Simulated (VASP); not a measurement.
Crystal: Pd.

```xyz
1
Lattice="-1.5432 1.5432 1.5432 1.5432 -1.5432 1.5432 1.5432 1.5432 -1.5432" Properties=species:S:1:pos:R:3 pbc="T T T"
Pd    0.0000    0.0000    0.0000
```

This isn't the form of Pd at room conditions, which is fcc.

- Program: VASP 6.6.1
- Task: relaxation of cell and atoms
- Functional: r2SCAN
- Potentials or basis: VASP PAW PBE potentials, release 64 (Pd)
- Cutoff: 600 eV
- k mesh: 18 × 18 × 18
- Occupations: gaussian, width 0.1 eV
- Spin: no spin polarisation

At the start: pressure 5.0 GPa; volume 14.70 Å³/atom.

Task: How do energy, volume and symmetry change on relaxing?

Result: Over 3 steps the energy falls by 5.6 meV/atom and the volume is 15.08 Å³/atom (+2.6 %); space group Im-3m (No. 229, to 0.05 Å).

The path:
| step | energy change (eV) | largest force (eV/Å) | pressure (GPa) | volume (Å³) |
| --- | --- | --- | --- | --- |
| 1 | 0.0000 | 0.0000 | 4.96 | 14.70 |
| 2 | 0.0074 | 0.0000 | -6.46 | 15.69 |
| 3 | -0.0056 | 0.0000 | 0.00 | 15.08 |

Final structure:
```cif
data_structure
_symmetry_space_group_name_H-M 'P 1'
_symmetry_Int_Tables_number 1
_cell_length_a 2.6957
_cell_length_b 2.6957
_cell_length_c 2.6957
_cell_angle_alpha 109.471
_cell_angle_beta 109.471
_cell_angle_gamma 109.471
_cell_volume 15.08
loop_
_atom_site_label
_atom_site_type_symbol
_atom_site_fract_x
_atom_site_fract_y
_atom_site_fract_z
_atom_site_occupancy
Pd1 Pd 0.00000 0.00000 0.00000 1
```

Caveat: the PAW data sets were made with another functional, which shifts forces and pressure a little.
